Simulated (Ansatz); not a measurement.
TiO₂: the change of energy above lowest point with volume scale

Free energy against uniform scaling of the volume at fixed shape and fractions; periodic cell, basis, potentials, k mesh and filling as listed. The results are calculated, by Ansatz 0.2.0.

The cell before it is scaled or strained (space group P4_2/mnm, No. 136):
```
cell vectors (Å)
   4.5922     0.0000     0.0000
   0.0000     4.5922     0.0000
   0.0000     0.0000     2.9574
atoms (fractions of the cell vectors)
Ti  0.00000  0.00000  0.00000
Ti  0.50000  0.50000  0.50000
O   0.30496  0.30496  0.00000
O   0.19504  0.80496  0.50000
O   0.69504  0.69504  0.00000
O   0.80496  0.19504  0.50000
```

Settings of every row: functional PBEsol; dispersion none; potentials PAW; wave cutoff 500 eV; density cutoff 2000 eV; k mesh 4x4x6; k shift 0x0x0; occupations fixed; smearing width 0 eV; spin none.

| row | volume scale | V (Å³/atom) | energy above lowest point (meV/atom) |
| --- | --- | --- | --- |
| 1 | 0.94 | 9.771 | ? |
| 2 | 0.96 | 9.979 | 8.9 |
| 3 | 0.98 | 10.187 | 1 |
| 4 | 1 | 10.394 | 0 |
| 5 | 1.02 | 10.602 | 5.2 |
| 6 | 1.04 | 10.81 | 15.9 |
| 7 | 1.06 | 11.018 | 31.7 |

Question: what energy above lowest point should row 1 give?

Worked fit of energy above lowest point. Take u = (V_r/V)^(2/3) − 1 with V_r = 10.498 Å³ an atom, which is twice the finite (Eulerian) strain; such expansions in the strain, on which the Birch-Murnaghan equation of state is built, carry the rest volume and the bulk modulus. The shown rows have u = 0.03438, 0.02025, 0.00666, -0.00655, -0.01934, -0.03172. Least squares give energy above lowest point = 1.85 − 391.4 × u + 17333 × u² meV/atom; a straight line predicts inner rows, each left out in turn, worse (root mean square 7.3 against 0.041 meV/atom). All shown rows lie on it to the printed digit. Its lowest point lies at u = 0.0113, or V = 10.32 Å³ an atom, and the curvature there gives the bulk modulus at fixed shape and fractions, B = (4/9)(1 + u)² E″(u)/V = 245 GPa. Letting shape and atoms relax would as a rule lower it, by much in layered, chain or molecular crystals. The withheld row has u = 0.04901, so the fit gives 1.85 − 391.4 × (0.04901) + 17333 × (0.04901)² = 24.3 meV/atom.

The calculation gave 24.5 meV/atom. The fit lies 0.2 meV/atom (0.63 % of the column's range) below it; its largest miss of a shown row is 0.0 meV/atom. This row lies beyond the range of the fit.
